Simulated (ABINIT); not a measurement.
Crystal: CuI (Marshite).

```
I Cu
1.0
     0.00000    3.03150    3.03150
     3.03150    0.00000    3.03150
     3.03150    3.03150    0.00000
I Cu
1 1
Cartesian
  0.0000 0.0000 0.0000
  4.5473 4.5473 4.5473
```

Base run:

```yaml
Program: ABINIT 10.8.3 (patched build)
Functional: PW91
Potentials_or_basis: JTH PAW PBE v2.0
Cutoff: 707 eV
k_mesh: 8 × 8 × 8
Occupations: fermi-dirac, width 0.05 eV
Spin: no spin polarisation
```

Its results: band gap on the k mesh 1.10 eV, direct; pressure 0.7 GPa.

Problem. After a change of settings the same cell gave: band gap on the k mesh 1.11 eV, direct; pressure -1.4 GPa. Which change was it?
A. functional from PW91 to RPBE
B. functional from PW91 to AM05
C. functional from PW91 to PBE; k mesh from 8 × 8 × 8 to 3 × 3 × 3
D. functional from PW91 to BLYP

Solution. B.

AM05 binds more tightly than PW91, so the same cell stands under less pressure.

Caveats: the PAW data sets were made with another functional, which shifts forces and pressure a little; spin-orbit coupling is left out, which moves the levels of the heavy elements.
